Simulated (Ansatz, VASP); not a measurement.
## Ge: VASP beside Ansatz

```
Ge
1.0
     2.07695    0.00000    0.00000
     0.00000    2.07695    0.00000
     0.00000    0.00000    2.07695
Ge
1
Cartesian
  0.0000 0.0000 0.0000
```

Change from the starting cell: volume scaled by 0.45, crystal datasets.

Alike in both runs: task single point; functional PBE; k mesh 15 × 15 × 15; occupations fermi-dirac, width 0.08 eV; no spin polarisation.

|  | VASP | Ansatz |
| --- | --- | --- |
| version | VASP 6.6.1 | Ansatz 0.2.0 |
| potentials or method | VASP PAW PBE potentials, release 64 (Ge_d), cutoff 520 eV | all-electron PAW with datasets made for the crystal, scalar-relativistic |

Ansatz gave:

- pressure (GPa): 336.9

Problem. Estimate VASP's values.

Solution. Pressure (GPa): 340.0.

Ansatz ran all-electron here, so the differences hold the error of VASP's frozen core and of both bases.

Caveats: the cell as given lies far from equilibrium; so large a pressure means that the cell lies far from this level's equilibrium, or that cutoff or potentials fall short (VASP).
